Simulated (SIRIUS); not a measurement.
## Fe: equation of state with WC

Fe:

```
Fe
1.0
    -1.44300    1.44300    1.44300
     1.44300   -1.44300    1.44300
     1.44300    1.44300   -1.44300
Fe
1
Direct
  0.00000 0.00000 0.00000
```

```json
{
 "Program": "SIRIUS 7.12.0",
 "Task": "equation of state",
 "Functional": "WC",
 "Potentials or basis": "all-electron FP-LAPW",
 "Cutoff": "205 eV",
 "Basis": "apw+lo standard",
 "k mesh": "13 × 13 × 13",
 "Occupations": "fermi-dirac, width 0.05 eV",
 "Spin": "collinear spin, ferromagnetic start",
 "Starting moments": "[3.0] μB",
 "Muffin tin radii": "Fe 2.27 bohr",
 "Basis cutoff (gk_cutoff)": "3.88 1/bohr",
 "Cutoff of density and potential (pw_cutoff)": "20 1/bohr",
 "lmax of the basis": "10",
 "lmax of density and potential": "8",
 "Valence relativity": "iora",
 "Core states": "Fe 1s2s2p",
 "Local orbitals (radial functions)": "Fe 13",
 "Smallest sphere radius times basis cutoff": "8.81"
}
```

| Item | Value |
| --- | --- |
| Equilibrium volume | 10.88 Å³/atom (rough: see the caveat) |
| Bulk modulus | 283 GPa (rough) |

Energy against volume, from the lowest point:
| volume (Å³/atom) | energy (meV/atom) |
| --- | --- |
| 11.298 | 0.00 |
| 11.538 | 16.79 |
| 11.778 | 38.72 |
| 12.019 | 65.11 |
| 12.259 | 94.72 |
| 12.499 | 126.60 |
| 12.740 | 160.56 |

All runs of the series together: 3.4 min on 1 thread of Arm Neoverse V2 (shared host).

Caveat: the minimum lies outside the volumes run; the fit is doubtful: noisy points or a state that changes with volume.
